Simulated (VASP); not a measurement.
The system is GeSe.

```
Ge Se
1.0
    10.79000    0.00000    0.00000
     0.00000    3.82000    0.00000
     0.00000    0.00000    4.38000
Ge Se
4 4
Direct
  0.12100 0.75000 0.89400
  0.62100 0.75000 0.60600
  0.37900 0.25000 0.39400
  0.87900 0.25000 0.10600
  0.85200 0.75000 0.49700
  0.35200 0.75000 0.00300
  0.64800 0.25000 0.99700
  0.14800 0.25000 0.50300
```

```yaml
Program: VASP 6.6.1
Task: relaxation of cell and atoms
Functional: rev-vdW-DF2
Potentials_or_basis: VASP PAW PBE potentials, release 64 (Ge_d, Se)
Cutoff: 600 eV
k_mesh: 4 × 8 × 6
Occupations: gaussian, width 0.03 eV
Spin: no spin polarisation
```

At the start: pressure 2.4 GPa; volume 22.57 Å³/atom.

Problem. Where does the relaxation end?

Solution. Over 18 steps the energy falls by 8.0 meV/atom and the volume is 23.48 Å³/atom (+4.1 %); space group Pnma (No. 62, to 0.05 Å).

Step by step:
```
step  energy change (eV)  largest force (eV/Å)  pressure (GPa)  volume (Å³)
   1              0.0000                0.2887            2.38       180.53
   2             -0.0468                0.1972           -0.91       189.44
   3             -0.0565                0.0819           -0.01       186.74
   4             -0.0565                0.0773            0.05       186.61
   5             -0.0585                0.0556            0.06       186.78
   6             -0.0600                0.0338            0.07       187.03
   7             -0.0601                0.0401            0.06       187.09
   8             -0.0609                0.0305            0.01       187.46
   9             -0.0610                0.0256           -0.06       187.75
  10             -0.0617                0.0227           -0.08       187.75
  11             -0.0630                0.0190           -0.06       187.76
  12             -0.0624                0.0336            0.09       187.79
  13             -0.0633                0.0219            0.07       187.77
  14             -0.0633                0.0368           -0.12       188.39
  15             -0.0635                0.0254           -0.09       188.06
  16             -0.0638                0.0263            0.01       187.80
  17             -0.0638                0.0263            0.04       187.79
  18             -0.0642                0.0085           -0.03       187.85
```

Final structure:
```
Ge Se
1.0
    11.00123    0.00000    0.00000
     0.00000    3.88641    0.00000
     0.00000    0.00000    4.39353
Ge Se
4 4
Direct
  0.12363 0.75000 0.89094
  0.62363 0.75000 0.60906
  0.37637 0.25000 0.39094
  0.87637 0.25000 0.10906
  0.85491 0.75000 0.50230
  0.35491 0.75000 0.99770
  0.64509 0.25000 0.00230
  0.14509 0.25000 0.49770
```

Caveat: the PAW data sets were made with another functional, which shifts forces and pressure a little.
